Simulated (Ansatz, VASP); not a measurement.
## Sc in VASP and in Ansatz

```
Sc
1.0
    -2.10173    2.10173    2.10173
     2.10173   -2.10173    2.10173
     2.10173    2.10173   -2.10173
Sc
1
Direct
  0.00000 0.00000 0.00000
```

Alike in both runs: task single point; functional PBE; k mesh 6 × 6 × 6; occupations gaussian, width 0.1 eV; no spin polarisation.

|  | VASP | Ansatz |
| --- | --- | --- |
| version | VASP 6.6.1 | Ansatz 0.2.0 |
| potentials or method | VASP PAW PBE potentials, release 64 (Sc_sv) | scalar-relativistic, plane waves, PAW |
| plane-wave cutoff (eV) | 520 | 420 |
| valence electrons in the cell | 11 | 11 |

|  | VASP | Ansatz | Ansatz less VASP |
| --- | --- | --- | --- |
| gap on the k mesh at the Fermi level (eV) | none | none | - |
| pressure (GPa) | -10.5 | -10.5 | 0.00 |

A gap of «none» marks a metal or a gap that the smearing closes.
